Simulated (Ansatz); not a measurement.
Below is a relaxed structure of Si. The cell was reached from a generator's guess, though it ends in a space group that the Crystallography Open Database lists for this formula.

Level of theory: DFT PBE, scalar-relativistic, plane waves, PAW in Ansatz 0.2.0. Cutoff 420 eV, Γ-centred mesh, Gaussian smearing, no spin polarisation.

```yaml
crystal:
  lattice:
    - [0.00000, 2.73489, 2.73489]
    - [2.73489, 0.00000, 2.73489]
    - [2.73489, 2.73489, 0.00000]
  atoms:
    - { symbol: Si, position: [0.25000, 0.25000, 0.25000] }
    - { symbol: Si, position: [0.00000, 0.00000, 0.00000] }
```

Energies count from the standard state of Si at the same level.

Question: Find its symmetry and describe it.

Answer: Fd-3m (No. 227), the diamond type. Conventional cell: a = 5.470 Å. Si has 4 Si at 2.37 Å.

Question: How far does it lie from the standard state of Si?

Answer: +0.001 eV/atom. It is level with the standard state within the noise.

Question: Is it a metal?

Answer: No, the gap on the 8×8×8 mesh is 0.65 eV.

The last run used an 8×8×8 mesh for its 2-atom cell and Gaussian smearing of 0.02 eV. Kohn–Sham gaps at this level usually fall short of measured ones. A later test with randomly moved atoms came back to the same energy, though modes that don't fit the test's cell weren't probed.
